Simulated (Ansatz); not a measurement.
# TiAl3: changing the pressure

The cell as given:

The structure is tetragonal, space group I4/mmm (No. 139). The conventional cell has a = 3.822 Å, b = 3.822 Å, c = 8.561 Å, α = 90.00°, β = 90.00°, γ = 90.00°. Ti (site symmetry 4/mmm) is surrounded by 12 Al at 2.70 to 2.87 Å. Around Al (site symmetry -4m2) lie 8 Al at 2.70 to 2.87 Å and 4 Ti at 2.87 Å. Al (site symmetry 4/mmm) has 4 Ti at 2.70 Å and 8 Al at 2.87 Å as nearest neighbours.

The cell comes from a database or a generator and needn't be the stable form of this composition.

Kept alike: task relaxation of cell and atoms; functional PBEsol; k mesh 10 × 10 × 10; occupations fermi-dirac, width 0.05 eV; no spin polarisation. Program: Ansatz, Ansatz PAW, cutoff 420 eV. The mesh is that of the run's cell of 4 atoms. No spin-orbit coupling.

| pressure, P (GPa) | volume (Å³/atom) |
| --- | --- |
| 0 | 15.566 |
| 2 | 15.300 |
| 5 | 14.940 |
| 10 | 14.418 |
| 20 | 13.580 |

The relaxations keep at least the cell's symmetry (I4/mmm). For a metal such a mesh leaves the last digits unconverged. Runs of this series that gave no sound value for these columns are left out. The runs follow the start's structure, whether or not it is the stable one at these pressures. All rows use potentials made for PBE.

What does the pressure change here?

The volume falls from 15.566 to 13.580 Å³/atom between 0 and 20 GPa. The volume falls ever more slowly, since the solid stiffens under load. At the pressures aimed at, which the runs meet within some tenths of a GPa, the step from 0 to 5 GPa gives a mean bulk modulus near 122 GPa, the last step 167 GPa.
